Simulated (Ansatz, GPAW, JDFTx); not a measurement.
**BP: 3 runs at one level of theory**

```
P B
1.0
     0.00000    2.26900    2.26900
     2.26900    0.00000    2.26900
     2.26900    2.26900    0.00000
P B
1 1
Direct
  0.75000 0.75000 0.75000
  0.00000 0.00000 0.00000
```

Alike in all runs: task density of states; functional PBEsol; k mesh 10 × 10 × 10; occupations gaussian, width 0.05 eV; no spin polarisation; no spin-orbit coupling. Pressure is positive in compression and, in plane waves, holds the error of the finite cutoff.

```tsv
program and potentials	plane-wave cutoff (eV)	notes	band gap (eV)	pressure (GPa)
JDFTx, PseudoDojo-SR-PBEsol-0.4.1-standard with smoothed tails	1034	-	?	?
Ansatz, all-electron LAPW, scalar-relativistic	-	-	1.14	-2.01
GPAW, PAW data sets generated for this functional	800	-	1.14	-1.74
```

Problem. Estimate from the other rows what the run with JDFTx, PseudoDojo-SR-PBEsol-0.4.1-standard with smoothed tails gave.

Solution. Band gap 1.14 eV; pressure -1.91 GPa. The other rows, which needn't bracket it: band gap 1.14; pressure -2.01 to -1.74.
